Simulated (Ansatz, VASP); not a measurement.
**CuAu in VASP and in Ansatz**

```
Cu Au
1.0
     2.80963    0.00000    0.00000
     0.00000    2.80963    0.00000
     0.00000    0.00000    3.49094
Cu Au
1 1
Direct
  0.50000 0.50000 0.50000
  0.00000 0.00000 0.00000
```

Alike in both runs: functional LDA; k mesh 14 × 14 × 12; occupations gaussian, width 0.1 eV; no spin polarisation.

Ansatz relaxed the structure, and its values are those at the end. VASP's run is a single point on that final structure, the one shown.

|  | VASP | Ansatz |
| --- | --- | --- |
| version | VASP 6.6.1 | Ansatz 0.2.0 |
| potentials or method | VASP PAW LDA potentials, release 64 (Cu, Au) | scalar-relativistic, plane waves, PAW |
| plane-wave cutoff (eV) | 520 | 420 |
| valence electrons in the cell | 22 | 38 |

Ansatz gave:

| Property | Result |
| --- | --- |
| gap on the k mesh at the Fermi level (eV) | none |
| pressure (GPa) | 0.0 |

Q: Which values does VASP return?

A: gap on the k mesh at the Fermi level (eV): none; pressure (GPa): 0.5.

A gap of «none» marks a metal or a gap that the smearing closes. The two sets of potentials don't hold the same shells in valence.

Spin-orbit coupling is left out, which matters for the levels of Au.
